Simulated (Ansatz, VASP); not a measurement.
# Si: VASP beside Ansatz

Contents of INCAR:

```
SYSTEM = Si
PREC = Accurate
ENCUT = 600
EDIFF = 1E-6
ISMEAR = 0
SIGMA = 0.01
LREAL = .False.
LASPH = .True.
NELM = 100
ALGO = Normal
ISIF = 3
LWAVE = .False.
LCHARG = .False.
GGA = PE
IBRION = 2
NSW = 80
EDIFFG = -0.005
```

Contents of KPOINTS:

```
regular mesh
0
Gamma
  10 10 10
  0 0 0
```

POSCAR

```
Si
1.0
    0.0000000000      2.7150000000      2.7150000000
    2.7150000000      0.0000000000      2.7150000000
    2.7150000000      2.7150000000      0.0000000000
Si
2
Direct
    0.0000000000      0.0000000000      0.0000000000
    0.2500000000      0.2500000000      0.2500000000
```

Input for Ansatz:

```yaml
crystal:
  lattice:
    - [0.0, 2.715, 2.715]
    - [2.715, 0.0, 2.715]
    - [2.715, 2.715, 0.0]
  atoms:
    - { symbol: Si, position: [0.0, 0.0, 0.0] }
    - { symbol: Si, position: [0.25, 0.25, 0.25] }
scf:
  occupations: { method: gaussian, width: 0.01 }
output:
  forces: true
  stress: true
  eigenvalues: true
  write_density: true
  write_potential: true
  elf: true
  volumetric_format: npy
hamiltonian:
  xc: pbe
kpoints:
  mp_grid: { grid: [10, 10, 10] }
relax:
  f_tol: 0.005
  cell: { stress_tol: 0.02 }
```

Alike in both runs: task relaxation of cell and atoms; functional PBE; k mesh 10 × 10 × 10; occupations gaussian, width 0.01 eV; no spin polarisation.

```csv
,VASP,Ansatz
version,VASP 6.6.1,Ansatz 0.2.0
potentials or method,"VASP PAW PBE potentials, release 64 (Si)","scalar-relativistic, plane waves, PAW"
plane-wave cutoff (eV),600,420
valence electrons in the cell,8,8
```

```csv
,VASP,Ansatz,Ansatz less VASP
"gap on the k mesh at the Fermi level, each at its own relaxed structure (eV)",0.62,0.62,-0.001
relaxed volume (Å³/atom),20.44,20.46,+0.018
relaxed cell length with the largest relative difference (Å),3.867,3.868,+0.0011
energy change over the relaxation (meV/atom),-3,-3,-0.2
```

A k mesh can miss the band edges. A hybrid or GW would open this gap; PBE tends to underestimate it.
